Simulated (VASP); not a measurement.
Input of a VASP 6.6.1 run:

File INCAR:

```
SYSTEM = Si
ALGO = Normal
EDIFF = 1E-6
ENCUT = 520
GGA = PS
ISIF = 2
ISMEAR = 0
LASPH = .True.
LCHARG = .False.
LREAL = .False.
LWAVE = .False.
NBANDS = 11
NELM = 100
PREC = Accurate
SIGMA = 0.02
```

File KPOINTS:

```
k-points
0
Gamma
  12 12 12
  0 0 0
```

File POSCAR:

```
Si
1.0
    0.0000000000      2.7169170501      2.7169170501
    2.7169170501      0.0000000000      2.7169170501
    2.7169170501      2.7169170501      0.0000000000
Si
2
Direct
    0.2500000000      0.2500000000      0.2500000000
    0.0000000000      0.0000000000      0.0000000000
```

Potentials or basis: VASP PAW PBE potentials, release 64 (Si).

The run is started by

```console
$ cat potpaw_PBE.64/Si/POTCAR > POTCAR
$ mpirun -np 1 vasp_std > vasp.out
```

(1) What does it give for the band gap on the k mesh?

(2) Predict the pressure.

## Answers

(1) 0.46 eV, indirect (least direct gap 2.52 eV).

(2) 0.1 GPa.

Caveat: the PAW data sets were made with another functional, which shifts forces and pressure a little.
